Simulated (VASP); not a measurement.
A run of VASP 6.6.1 is set up as follows.

INCAR

```
SYSTEM = Li2O
  ALGO = Normal
  EDIFF = 1E-6
  ENCUT = 520
  GGA = PS
  ISIF = 2
  ISMEAR = 0
  LASPH = .TRUE.
  LCHARG = .TRUE.
  LELF = .TRUE.
  LREAL = .FALSE.
  LVHAR = .TRUE.
  LWAVE = .FALSE.
  NBANDS = 13
  NELM = 60
  PREC = Accurate
  SIGMA = 0.02
```

File KPOINTS:

```
k-points
0
G
  8 8 8
  0 0 0
```

POSCAR

```
Li2O
1.0
    0.0000000000      2.2899256072      2.2899256072
    2.2899256072      0.0000000000      2.2899256072
    2.2899256072      2.2899256072      0.0000000000
Li O
2 1
Direct
    0.2500000000      0.2500000000      0.2500000000
    0.7500000000      0.7500000000      0.7500000000
    0.0000000000      0.0000000000      0.0000000000
```

Potentials or basis: VASP PAW PBE potentials, release 64 (Li_sv, O).

Run with:

```sh
$ cat potpaw_PBE.64/Li_sv/POTCAR potpaw_PBE.64/O/POTCAR > POTCAR
$ mpirun -np 1 vasp_std > vasp.out
```

(1) What does it give for the band gap on the k mesh?

Answers

(1) 4.86 eV, indirect (least direct gap 5.36 eV).
